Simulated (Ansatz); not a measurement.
# ZrB (rocksalt): equation of state

An exercise on one series of results from a longer session: the logs are not shown, and one member is left open.

Program: Ansatz 0.2.0. Level of theory: DFT PBE, scalar-relativistic, plane waves, PAW. These are calculated values, not measurements.

1 further run of the same task is left out (it didn't finish).

## The system as given

Symmetry: Fm-3m, No. 225, cubic system. Conventional cell: a = 4.904 Å, b = 4.904 Å, c = 4.904 Å, α = 90.00°, β = 90.00°, γ = 90.00°. Around Zr (site symmetry m-3m) lie 6 B at 2.45 Å. B (site symmetry m-3m) is surrounded by 6 Zr at 2.45 Å.

As a file:

```cif
data_structure
_symmetry_space_group_name_H-M 'P 1'
_symmetry_Int_Tables_number 1
_cell_length_a 3.4678
_cell_length_b 3.4678
_cell_length_c 3.4678
_cell_angle_alpha 60.000
_cell_angle_beta 60.000
_cell_angle_gamma 60.000
_cell_volume 29.49
loop_
_atom_site_label
_atom_site_type_symbol
_atom_site_fract_x
_atom_site_fract_y
_atom_site_fract_z
_atom_site_occupancy
Zr1 Zr 0.50000 0.50000 0.50000 1
B1 B 0.00000 0.00000 0.00000 1
```

This cell comes from an earlier session at PBE: 14.744 Å³/atom at 0.00 GPa, on a 12×12×12 mesh.

Volume factors to run: 0.980, 1.020, 0.960, 1.040, 1.070, 1.100, 0.945.

The first run:

Input file input.yaml:

```yaml
crystal:
  lattice:
    - [0.0, 2.4356640274, 2.4356640274]
    - [2.4356640274, 0.0, 2.4356640274]
    - [2.4356640274, 2.4356640274, 0.0]
  atoms:
    - { symbol: Zr, position: [0.5, 0.5, 0.5] }
    - { symbol: B, position: [0.0, 0.0, 0.0] }
basis:
  ecutwfc: 420
  ecutrho_ratio: 4
kpoints:
  mp_grid: { grid: [12, 12, 12] }
hamiltonian:
  xc: pbe
scf:
  occupations: { method: gaussian, width: 0.05 }
output:
  forces: true
  stress: true
  eigenvalues: true
```

Command:

```sh
$ ansatz run input.yaml --threads 2 --pin off --max-ram 2662MiB --backend cpu --events-out ev --progress --plain --runs-dir out
```

Steps of the session up to this table: Volume × 0.980; At 1.020 of the relaxed volume; Volume × 0.960; Volume × 1.040; At 1.070 of the relaxed volume; Volume × 1.100; Scaling the volume by 0.945.

One table of the session follows, with a row left open; its other results are not shown here.

It belongs to the step «Energy and pressure against volume». 

```
volume (Å³/atom)  energy (meV/atom)  pressure (GPa)
          13.933              24.59           10.16
          14.155              12.69            7.11
          14.449               3.07            3.38
          14.744               0.00            0.00
          15.039                  ?               ?
          15.334              11.05           -5.83
          15.776              32.33           -9.51
          16.219              63.06          -12.68
```

Q: Estimate the row for volume (Å³/atom) = 15.039 from the others.

Worked estimate for «energy (meV/atom)». A straight line through the neighbours (14.744, 0.00) and (15.334, 11.05) gives 0.00 + (11.05 − 0.00) × (15.039 − 14.744) / (15.334 − 14.744) = 5.53; a parabola fitted to 4 rows on both sides gives 2.94.

**Answer.** energy (meV/atom): 2.85; pressure (GPa): -3.05. In «energy (meV/atom)» the line misses by +2.68 and the parabola by +0.09.
